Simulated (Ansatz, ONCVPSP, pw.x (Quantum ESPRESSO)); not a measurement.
## Which P potential is closest to all-electron in the bcc crystal?

All use PBE, scalar-relativistic, no spin, cutoffs from each file’s atomic test, pw.x 7.5; 15³ k-points, Fermi–Dirac smearing 0.01 Ry. Δ is the rms difference from all-electron LAPW of the E(V) curves that follow from fits to the pressures, over ±6 % in volume. Mesh and smearing are coarse and serve the comparison alone. The files are a selection: those with a ghost or negative overlap were mostly not run, and those with noisy or unconverged pressures or nearly equal Δ are left out.

All-electron: a0 = 3.052 Å (V0 = 14.22 Å³/atom), B0 = 95.6 GPa.

Problem. Rank them by Δ, smallest first.
A. optimised norm-conserving Vanderbilt (ONCV), ONCVPSP 4.0.1.1 (patched build), PBE; core [Ne], reference 3s2 3p3; waves: 3s: rc 1.55 bohr, ncon 3, nbas 6, qcut 4.3 1/bohr, 2 projectors, debl 3.9 Ha; 3p: rc 1.55 bohr, ncon 4, nbas 8, qcut 5.7 1/bohr, local; d scattering state at 0.26 Ha: rc 2.20 bohr, ncon 5, nbas 9, qcut 4.6 1/bohr, 2 projectors, debl 3.7 Ha; local part: the p channel; core correction: Teter function, fcfact 5.5, rcfact 1.6.
B. optimised norm-conserving Vanderbilt (ONCV), ONCVPSP 4.0.1.1 (patched build), PBE; core [Ne], reference 3s2 3p3; waves: 3s: rc 1.50 bohr, ncon 4, nbas 7, qcut 4.6 1/bohr, 3 projectors, debl 1.6 Ha; 3p: rc 1.70 bohr, ncon 4, nbas 8, qcut 3.8 1/bohr, 2 projectors, debl 1.5 Ha; d scattering state at 0.02 Ha: rc 1.35 bohr, ncon 3, nbas 7, qcut 6.2 1/bohr, 3 projectors, debl 2.3 Ha; local part: polynomial inside 1.35 bohr (lpopt 5, dvloc0 4 Ha); core correction: Teter function, fcfact 5.75, rcfact 1.75.
C. optimised norm-conserving Vanderbilt (ONCV), ONCVPSP 4.0.1.1 (patched build), PBE; core [Ne], reference 3s2 3p3; waves: 3s: rc 1.50 bohr, ncon 5, nbas 8, qcut 4 1/bohr, 1 projector; 3p: rc 1.40 bohr, ncon 4, nbas 7, qcut 7.1 1/bohr, 2 projectors, debl 2.3 Ha; d scattering state at 0.04 Ha: rc 1.20 bohr, ncon 4, nbas 9, qcut 6.9 1/bohr, 2 projectors, debl 0.6 Ha; local part: polynomial inside 0.90 bohr (lpopt 5, dvloc0 0 Ha); core correction: Teter function, fcfact 5, rcfact 1.65.

Solution. A (1.5 meV/atom), B (3.7 meV/atom), C (6.2 meV/atom).
